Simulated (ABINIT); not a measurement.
# Sn (Immm) in ABINIT: further runs

One crystal, Sn, is run at these levels: LDA, PBEsol, BLYP; tasks: band structure.

Everything below comes from runs of ABINIT 10.8.3 (patched build). Logs are shortened: lines on timing, memory, paths and dates and some standing lists are left out, and cuts for length are marked. The log counts tension as positive stress, the text compression.

### Step 1. The structure

The structure is orthorhombic, space group Immm (No. 71). Conventional cell: a = 3.453 Å, b = 3.551 Å, c = 4.677 Å, α = 90.00°, β = 90.00°, γ = 90.00°. Around Sn (site symmetry mmm) lie 12 Sn at 3.41 to 3.55 Å.

This isn't the form of Sn at room conditions, which is tetragonal (white tin).

### Step 2. Band structure, LDA

run.abi

```
# Datasets: ground state, then fixed potential
ndtset 2

# Pseudopotentials
pp_dirpath "./"
pseudos "Sn.GGA_PBE-JTH.xml"

# Structure
acell 3*1.0
rprim
    -3.2626858535     3.3552975514     4.4188259657
     3.2626858535    -3.3552975514     4.4188259657
     3.2626858535     3.3552975514    -4.4188259657
ntypat 1
znucl 50
natom 1
typat 1
xcart
     0.0000000000     0.0000000000     0.0000000000
chkprim 0
chksymtnons 0
tolsym 1.0e-6

# Plane-wave basis
ecut 26.0
pawecutdg 48.0

# Exchange and correlation
ixc 7

# Bands and occupations
occopt 3
tsmear 0.00183747

# SCF cycle
nstep 100

# Output
iomode 3
prtwf 0
prteig 0
prtebands 0
enunit 1
prtden1 1
prtvha1 1
prtvclmb1 1
prtpot1 1

# Dataset 1
kptopt1 1
ngkpt1 11 11 11
nshiftk1 1
shiftk1 0.0 0.0 0.0
nband1 11
tolvrs1 1.0e-9

# Dataset 2: bands along G-X-L-T-W-R-X1-Z-G-Y-S-W
iscf2 -2
getden2 1
nband2 17
nbdbuf2 4
tolwfr2 1.0e-11
kptopt2 -11
ndivsm2 8
prteig2 1
kptbounds2
     0.0000000000     0.0000000000     0.0000000000
    -0.3862939988     0.3862939988     0.3862939988
    -0.2804352521     0.2804352521     0.4921527456
     0.0000000000     0.0000000000     0.5000000000
     0.2500000000     0.2500000000     0.2500000000
     0.0000000000     0.5000000000     0.0000000000
     0.3862939988     0.6137060012    -0.3862939988
     0.5000000000     0.5000000000    -0.5000000000
     0.0000000000     0.0000000000     0.0000000000
     0.3941412533    -0.3941412533     0.3941412533
     0.5000000000     0.0000000000     0.0000000000
     0.2500000000     0.2500000000     0.2500000000
```

Potentials or basis: JTH PAW PBE v2.0.

The run is started by

```
$ abinit run.abi > log 2>&1
```

run.abo:

```text
.Version 10.8.3 of ABINIT
 DATASET    1 : space group Im m m (# 71); Bravais oI (body-center ortho.)
================================================================================
 Values of the parameters that define the memory need for DATASET  1.
     intxc =       0    ionmov =       0      iscf =      17    lmnmax =      18
     lnmax =       6     mgfft =      30  mpssoang =       3    mqgrid =    3001
     natom =       1  nloc_mem =       2    nspden =       1   nspinor =       1
    nsppol =       1      nsym =       8    n1xccc =       1    ntypat =       1
    occopt =       3   xclevel =       1
       mpw =        1247          nfft =       27000          nkpt =         216
 PAW method is used; the additional fine FFT grid is defined by:
   mgfftf=        45    nfftf =     91125
================================================================================
================================================================================

 DATASET    2 : space group Im m m (# 71); Bravais oI (body-center ortho.)
================================================================================
 Values of the parameters that define the memory need for DATASET  2.
     intxc =       0    ionmov =       0      iscf =      -2    lmnmax =      18
     lnmax =       6     mgfft =      30  mpssoang =       3    mqgrid =    3001
     natom =       1  nloc_mem =       2    nspden =       1   nspinor =       1
    nsppol =       1      nsym =       8    n1xccc =       1    ntypat =       1
    occopt =       3   xclevel =       1
       mpw =        1247          nfft =       27000          nkpt =         210
 PAW method is used; the additional fine FFT grid is defined by:
   mgfftf=        45    nfftf =     91125
================================================================================
================================================================================

--------------------------------------------------------------------------------
------------- Echo of variables that govern the present computation ------------
--------------------------------------------------------------------------------
 -outvars: echo values of preprocessed input variables --------
            acell      1.0000000000E+00  1.0000000000E+00  1.0000000000E+00 Bohr
              amu      1.18710000E+02
          chkprim           0
      chksymtnons           0
             ecut      2.60000000E+01 Hartree
           enunit           1
           getden1          0
           getden2          1
             iscf1         17
             iscf2         -2
                       outvar_i_n : Printing only first  50 k-points.
              ixc           7
           jdtset        1    2
                       outvar_i_n : Printing only first  50 k-points.
           kptopt1          1
           kptopt2        -11
[... 1738 lines left out ...]

--- !ResultsGS
iteration_state: {dtset: 2, }
comment   : Summary of ground state results
lattice_vectors:
- [ -3.2626859,   3.3552976,   4.4188260, ]
- [  3.2626859,  -3.3552976,   4.4188260, ]
- [  3.2626859,   3.3552976,  -4.4188260, ]
lattice_lengths: [   6.43655,    6.43655,    6.43655, ]
lattice_angles: [119.085, 117.163,  93.289, ] # degrees, (23, 13, 12)
lattice_volume:   1.9349653E+02
convergence: {deltae:  0.000E+00, res2:  0.000E+00, residm:  9.986E-12, diffor:  0.000E+00, }
etotal    :  -6.98430841E+01
entropy   :   0.00000000E+00
fermie    :   2.09659947E-01
cartesian_stress_tensor: null
pressure_GPa: null
xred      :
- [  0.0000E+00,   0.0000E+00,   0.0000E+00, Sn]
cartesian_forces: null
force_length_stats: {min: null, max: null, mean: null, }
...

 Integrated electronic density in atomic spheres:
 ------------------------------------------------
 Atom  Sphere_radius  Integrated_density
    1        2.51086         11.84459140

================================================================================

 ----iterations are completed or convergence reached----

 Mean square residual over all n,k,spin=   46.337E-13; max=  99.865E-13
 reduced coordinates (array xred) for    1 atoms
       0.000000000000      0.000000000000      0.000000000000

 cartesian coordinates (angstrom) at end:
    1      0.00000000000000     0.00000000000000     0.00000000000000
 length scales=  1.000000000000  1.000000000000  1.000000000000 bohr
              =  0.529177210544  0.529177210544  0.529177210544 angstroms
 Eigenvalues (   eV  ) for nkpt= 210  k points:
 kpt#   1, nband= 17, wtk=  1.00000, kpt=  0.0000  0.0000  0.0000 (reduced coord)
 -15.68309  -15.66820  -15.64897  -15.61900  -15.58233   -5.09837   12.60505   12.75638
  13.14297   16.52838   16.90424   17.40078   17.56207   18.96503   20.59925   20.80065
  22.21204
 kpt#   2, nband= 17, wtk=  1.00000, kpt= -0.0129  0.0129  0.0129 (reduced coord)
 -15.68273  -15.66821  -15.64841  -15.61909  -15.58233   -5.08977   12.60644   12.72181
  13.06128   16.38207   16.91022   17.43457   17.76591   19.00882   20.43551   20.71538
  22.40603
 kpt#   3, nband= 17, wtk=  1.00000, kpt= -0.0258  0.0258  0.0258 (reduced coord)
 -15.68183  -15.66817  -15.64694  -15.61939  -15.58235   -5.06396   12.61008   12.61690
  12.83224   16.11595   16.92814   17.52003   18.20580   19.11510   20.07258   20.52851
  22.85678
 kpt#   4, nband= 17, wtk=  1.00000, kpt= -0.0386  0.0386  0.0386 (reduced coord)
 -15.68033  -15.66809  -15.64461  -15.61986  -15.58235   -5.02094   12.43999   12.49228
  12.61461   15.87545   16.95803   17.62659   18.73785   19.17243   19.65051   20.42172
  23.31667
 kpt#   5, nband= 17, wtk=  1.00000, kpt= -0.0515  0.0515  0.0515 (reduced coord)
[... 809 lines left out ...]
   6.07215   16.65151   18.33792   19.32100   20.34402   26.08475   26.11445   27.11595
  28.06685
 kpt# 208, nband= 17, wtk=  1.00000, kpt=  0.2763  0.2237  0.2237 (reduced coord)
 -15.65385  -15.62781  -15.62300  -15.57500  -15.53444    0.61554    3.92222    4.17866
   5.75704   16.89451   18.48063   18.99147   20.13098   26.31321   26.74318   27.94300
  28.20284
 kpt# 209, nband= 17, wtk=  1.00000, kpt=  0.2632  0.2368  0.2368 (reduced coord)
 -15.65107  -15.62756  -15.62702  -15.57506  -15.53249    0.69692    4.04022    4.11935
   5.51558   17.08757   18.58790   18.74657   19.98110   26.45491   27.22292   28.36192
  28.73060
 kpt# 210, nband= 17, wtk=  1.00000, kpt=  0.2500  0.2500  0.2500 (reduced coord)
 -15.64992  -15.62942  -15.62683  -15.57512  -15.53184    0.72570    3.99239    4.20257
   5.41755   17.16634   18.62931   18.65051   19.92540   26.50702   27.39724   28.41246
  28.62517

== END DATASET(S) ==============================================================
================================================================================

 -outvars: echo values of variables after computation  --------
            acell      1.0000000000E+00  1.0000000000E+00  1.0000000000E+00 Bohr
           etotal1    -6.9843084123E+01
            fcart1    -0.0000000000E+00 -0.0000000000E+00 -0.0000000000E+00
            rprim     -3.2626858535E+00  3.3552975514E+00  4.4188259657E+00
                       3.2626858535E+00 -3.3552975514E+00  4.4188259657E+00
                       3.2626858535E+00  3.3552975514E+00 -4.4188259657E+00
           strten1     1.5797099209E-04  2.1221163377E-04  1.6528224674E-04
                       0.0000000000E+00  0.0000000000E+00  0.0000000000E+00
 Calculation completed.
```

Wall time 2 min (1 thread of Arm Neoverse V1, shared host); peak memory 0.19 GiB.

Results:

```
Free energy                                           : -1900.5271 eV
Pressure                                              : -5.3 GPa
Band gap on the k mesh                                : none (metal or under the smearing width)
Valence electrons inside the program's atomic spheres : Sn 11.84 (radii [1.3287] Å)
```

Levels at the corners of the path, in eV from the Fermi level:
```csv
point,band 4,band 5,band 6,band 7,band 8,band 9,band 10,band 11
Γ,-21.32,-21.29,-10.80,6.90,7.05,7.44,10.82,11.20
X,-21.25,-21.24,-4.71,-2.30,-1.16,1.90,5.37,10.31
L,-21.28,-21.21,-4.67,-1.71,-1.44,0.06,9.24,10.73
T,-21.23,-21.21,-5.34,-3.55,2.02,2.40,5.60,6.06
W,-21.28,-21.24,-4.98,-1.71,-1.50,-0.29,11.46,12.92
R,-21.24,-21.23,-6.68,-4.30,4.73,5.60,9.24,9.75
X1,-21.25,-21.24,-4.71,-2.30,-1.16,1.90,5.37,10.31
Z,-21.22,-21.22,-4.59,-3.05,1.18,1.81,4.73,5.59
Γ,-21.32,-21.29,-10.80,6.90,7.05,7.44,10.82,11.20
Y,-21.25,-21.23,-4.85,-2.44,-1.14,2.39,5.84,8.94
S,-21.25,-21.23,-6.93,-4.36,5.15,5.89,9.73,10.27
W,-21.28,-21.24,-4.98,-1.71,-1.50,-0.29,11.46,12.92
```

Caveat: the PAW data sets were made with another functional, which shifts forces and pressure a little; spin-orbit coupling is left out, which moves the levels of the heavy elements.

### Step 3. Band structure, PBEsol

Edit run.abi of step 2 so:

```diff
@@ -26,5 +26,6 @@
 pawecutdg 48.0
+pawxcdev 0
 
 # Exchange and correlation
-ixc 7
+ixc -116133
```

Potentials or basis: JTH PAW PBE v2.0.

The run is started by

```
$ abinit run.abi > log 2>&1
```

It took 2.1 min on 1 thread of Arm Neoverse V1, shared host; peak memory 0.21 GiB.

Results (log left out):

```yaml
Free_energy: -1896.9701 eV
Pressure: -4.1 GPa
Band_gap_on_the_k_mesh: none (metal or under the smearing width)
Valence_electrons_inside_the_program's_atomic_spheres: Sn 11.82 (radii [1.3287] Å)
```

Stress tensor (GPa, compression positive):
```
-3.42  0.00  0.00
 0.00 -5.05  0.00
 0.00  0.00 -3.69
```

Levels at the corners of the path, in eV from the Fermi level:
| point | band 3 | band 4 | band 5 | band 6 | band 7 | band 8 | band 9 | band 10 | band 11 | band 12 |
| --- | --- | --- | --- | --- | --- | --- | --- | --- | --- | --- |
| Γ | -21.41 | -21.38 | -21.34 | -10.78 | 7.01 | 7.16 | 7.56 | 10.69 | 11.12 | 11.62 |
| X | -21.33 | -21.31 | -21.29 | -4.59 | -2.32 | -1.19 | 1.93 | 5.27 | 10.26 | 16.81 |
| L | -21.37 | -21.33 | -21.27 | -4.54 | -1.73 | -1.46 | 0.02 | 9.21 | 10.67 | 12.96 |
| T | -21.31 | -21.29 | -21.27 | -5.23 | -3.57 | 2.06 | 2.43 | 5.52 | 5.94 | 19.39 |
| W | -21.39 | -21.34 | -21.29 | -4.85 | -1.73 | -1.53 | -0.33 | 11.46 | 12.86 | 12.88 |
| R | -21.40 | -21.29 | -21.29 | -6.60 | -4.34 | 4.81 | 5.68 | 9.19 | 9.65 | 10.08 |
| X1 | -21.33 | -21.31 | -21.29 | -4.59 | -2.32 | -1.19 | 1.93 | 5.27 | 10.26 | 16.81 |
| Z | -21.30 | -21.27 | -21.27 | -4.47 | -3.08 | 1.21 | 1.84 | 4.62 | 5.48 | 19.58 |
| Γ | -21.41 | -21.38 | -21.34 | -10.78 | 7.01 | 7.16 | 7.56 | 10.69 | 11.12 | 11.62 |
| Y | -21.32 | -21.30 | -21.29 | -4.73 | -2.46 | -1.17 | 2.43 | 5.74 | 8.88 | 17.29 |
| S | -21.41 | -21.31 | -21.29 | -6.85 | -4.40 | 5.24 | 5.98 | 9.68 | 10.13 | 10.20 |
| W | -21.39 | -21.34 | -21.29 | -4.85 | -1.73 | -1.53 | -0.33 | 11.46 | 12.86 | 12.88 |

Caveat: the PAW data sets were made with another functional, which shifts forces and pressure a little; spin-orbit coupling is left out, which moves the levels of the heavy elements.

### Step 4. Band structure, BLYP

Edit run.abi of step 3 so:

```diff
@@ -29,3 +29,3 @@
 # Exchange and correlation
-ixc -116133
+ixc -106131
```

The run is started by

```
$ abinit run.abi > log 2>&1
```

It took 2.2 min on 1 thread of Arm Neoverse V1, shared host; peak memory 0.21 GiB.

The run converged. Its results:

- Free energy: -1894.0446 eV
- Pressure: 2.7 GPa
- Band gap on the k mesh: none (metal or under the smearing width)
- Valence electrons inside the program's atomic spheres: Sn 11.87 (radii [1.3287] Å)

Stress tensor (GPa, compression positive):
```
3.37 0.00 0.00
0.00 1.66 0.00
0.00 0.00 3.14
```

Levels at the corners of the path, in eV from the Fermi level:
```
point  band 5  band 6  band 7  band 8  band 9  band 10
    Γ  -21.48  -10.81    6.77    6.93    7.31    11.01
    X  -21.43   -4.82   -2.30   -1.11    1.84     5.58
    L  -21.41   -4.79   -1.71   -1.42    0.14     9.35
    T  -21.40   -5.43   -3.52    1.96    2.36     5.84
    W  -21.43   -5.10   -1.69   -1.48   -0.21    11.57
    R  -21.43   -6.76   -4.23    4.62    5.50     9.35
   X1  -21.43   -4.82   -2.30   -1.11    1.84     5.58
    Z  -21.41   -4.69   -3.05    1.14    1.76     4.96
    Γ  -21.48  -10.81    6.77    6.93    7.31    11.01
    Y  -21.43   -4.95   -2.43   -1.09    2.34     6.03
    S  -21.42   -7.00   -4.29    5.04    5.78     9.82
    W  -21.43   -5.10   -1.69   -1.48   -0.21    11.57
```

Caveat: the PAW data sets were made with another functional, which shifts forces and pressure a little; spin-orbit coupling is left out, which moves the levels of the heavy elements.

### Step 5. The runs side by side

| level | gap on the mesh (eV) | pressure (GPa) |
| --- | --- | --- |
| LDA | none | -5.3 |
| PBEsol | none | -4.1 |
| BLYP | none | 2.7 |

Alike in all rows: task band structure; potentials or basis JTH PAW PBE v2.0; no spin polarisation; cell as given; k mesh 11 × 11 × 11; cutoff (eV) 707; smearing fermi-dirac 0.05 eV.

Every run on the cell as given and a fine mesh finds a metal. The pressure there spans -5.3 GPa (LDA) to 2.7 GPa (BLYP); a positive pressure means that this level wants a larger cell, a negative one a smaller.

Caveats: the PAW data sets were made with another functional, which shifts forces and pressure a little; spin-orbit coupling is left out, which moves the levels of the heavy elements.

Total energies depend on the potentials used, so only differences within one code and one set of settings carry meaning.
